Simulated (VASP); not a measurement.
**HfO2: optical spectrum with PBE**

Crystal: HfO2.

```
Hf O
1.0
     5.55640    0.00000    0.00000
     0.00000    3.33360    0.00000
     0.00000    0.00000    6.50500
Hf O
4 8
Direct
  0.74868 0.75000 0.60787
  0.25132 0.25000 0.39213
  0.24868 0.75000 0.89213
  0.75132 0.25000 0.10787
  0.63950 0.25000 0.42340
  0.36050 0.75000 0.57660
  0.13950 0.25000 0.07660
  0.86050 0.75000 0.92340
  0.52079 0.25000 0.84145
  0.47921 0.75000 0.15855
  0.02079 0.25000 0.65855
  0.97921 0.75000 0.34145
```

Measurements of this composition are mostly on another form, of space group No. 14.

```json
{
 "Program": "VASP 6.6.1",
 "Task": "optical spectrum",
 "Functional": "PBE",
 "Potentials or basis": "VASP PAW PBE potentials, release 64 (Hf_pv, O)",
 "Cutoff": "520 eV",
 "k mesh": "4 × 6 × 3",
 "Occupations": "gaussian, width 0.02 eV",
 "Spin": "no spin polarisation",
 "Further INCAR settings": "ALGO = Normal; EDIFF = 1e-07; NBANDS = 92"
}
```

| Item | Value |
| --- | --- |
| Pressure | -0.4 GPa |
| Largest force | 0.013 eV/Å |
| Band gap on the k mesh | 3.40 eV, direct |

Forces on the atoms (eV/Å):
```
Hf   0.006  0.000 -0.012
Hf  -0.006  0.000  0.012
Hf   0.006  0.000  0.012
Hf  -0.006  0.000 -0.012
O   -0.001  0.000  0.002
O    0.001  0.000 -0.002
O   -0.001  0.000 -0.002
O    0.001  0.000  0.002
O   -0.002  0.000  0.011
O    0.002  0.000 -0.011
O   -0.002  0.000 -0.011
O    0.002  0.000  0.011
```

Levels at points of the mesh, in eV from the valence-band top:
```
           k point  band 41  band 42  band 43  band 44  band 45  band 46  band 47  band 48
(0.00, 0.00, 0.00)    -0.83    -0.34    -0.05     0.00     3.40     4.33     4.42     4.95
(0.50, 0.00, 0.00)    -0.82    -0.82    -0.34    -0.34     4.24     4.24     5.45     5.45
(0.00, 0.50, 0.00)    -0.79    -0.79    -0.70    -0.70     5.11     5.11     5.93     5.93
(0.50, 0.50, 0.00)    -0.73    -0.73    -0.73    -0.73     5.63     5.63     5.63     5.63
```

Dielectric function (mean over the directions given):
```tsv
energy (eV)	real part	imaginary part
0.29	5.62	0.00
0.97	5.68	0.01
1.65	5.81	0.03
2.32	6.03	0.04
3.00	6.38	0.06
3.68	6.95	0.11
4.36	7.96	0.33
5.04	9.69	1.45
5.72	10.65	3.62
6.39	8.94	6.95
7.07	7.17	8.78
7.75	4.97	9.14
8.43	3.17	10.04
9.11	-0.19	10.03
9.78	-2.54	7.21
10.46	-2.39	5.00
11.14	-2.80	3.71
11.82	-2.22	2.34
12.50	-1.36	1.63
13.17	-0.73	1.46
13.85	-0.24	0.97
14.53	-0.07	1.23
15.21	0.14	0.92
15.89	0.49	1.18
16.56	0.58	1.01
17.24	0.86	1.10
17.92	0.77	1.21
18.60	0.96	1.29
19.28	1.07	1.45
19.96	0.80	1.73
```

Wall time 3.5 min on 1 thread of Intel(R) Xeon(R) Platinum 8488C (Sapphire Rapids), on a shared host, peak memory 0.54 GiB.

Caveat: spectra need much finer meshes, so this one isn't converged; independent-particle spectra lack excitons; spin-orbit coupling is left out, which moves the levels of the heavy elements; an odd mesh through Γ misses points on the zone boundary, where band edges often lie.
